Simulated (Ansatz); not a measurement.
Take a crystal in which F has been replaced by Br on all its sites, with the cell rescaled by a rough guess (in some cases also distorted within its space group) and nothing relaxed:

```yaml
crystal:
  lattice:
    - [3.59976, 0.00000, 0.00000]
    - [0.00000, 3.59976, 0.00000]
    - [0.00000, 0.00000, 3.59976]
  atoms:
    - { symbol: K, position: [0.00000, 0.00000, 0.00000] }
    - { symbol: Br, position: [0.50000, 0.50000, 0.50000] }
```

Method: Ansatz, DFT PBE, scalar-relativistic, plane waves, PAW.

Cutoff 420 eV; k points 6×6×6 on the computed 2-atom cell (Γ-centred); Gaussian smearing, width 0.02 eV; no spin polarisation.

Question: Will this cell want to expand or contract, and how hard?

Answer: The pressure is 12.4 GPa (positive in compression), so the cell would expand.

Question: Is it a metal on this mesh?

Answer: No: the gap is 5.07 eV, the least direct gap 5.07 eV.

Question: What is its energy against the elements in their standard states?

Answer: -1.429 eV/atom at this unrelaxed geometry, with the elements in the same functional.

This CsCl-type form isn't the usual stable structure of the compound.